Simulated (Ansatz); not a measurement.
Crystal: Hf, fcc type, 1 atom in the cell.

Method: PBE, plane waves, PAW datasets (generated soft set 1) (Ansatz 0.2.0 development build).

Cutoff 420 eV; k-mesh 14×14×14 Γ-centred; Fermi–Dirac smearing of 0.0612 eV; no spin polarisation; no spin–orbit coupling.

| V (Å³/atom) | a (Å) | E − E(min) (meV/atom) | P (GPa) |
| --- | --- | --- | --- |
| 21.213 | 4.3943 | 28.16 | 6.94 |
| 21.664 | 4.4252 | 12.19 | 4.43 |
| 22.115 | 4.4557 | 3.00 | 2.13 |
| 22.567 | 4.4858 | 0.00 | 0.02 |
| 23.018 | 4.5155 | 2.70 | -1.92 |
| 23.469 | 4.5449 | 10.66 | -3.71 |
| 23.921 | 4.5738 | 23.44 | -5.35 |

Problem. Fit a third-order Birch–Murnaghan equation of state to the energies.

Solution. V₀ = 22.572 Å³/atom (a₀ = 4.486 Å), B₀ = 101 GPa, B₀′ = 3.20.

The published all-electron PBE values for this crystal (mean of FLEUR and WIEN2k, k-spacing 0.06 Å⁻¹; Bosoni et al., Nat. Rev. Phys. 6, 45 (2024)) are V₀ = 22.568 Å³/atom, B₀ = 101.6 GPa, B₀′ = 3.33. This run's mesh is coarser (spacing 0.17 Å⁻¹), so part of any difference comes from k-sampling.

The stress includes the program's correction for the finite plane-wave basis.

This cubic structure is a model: it isn't the usual form of the substance at ambient conditions, and such phases are metastable or hypothetical. The k-mesh is modest, so these values aren't fully converged in k.
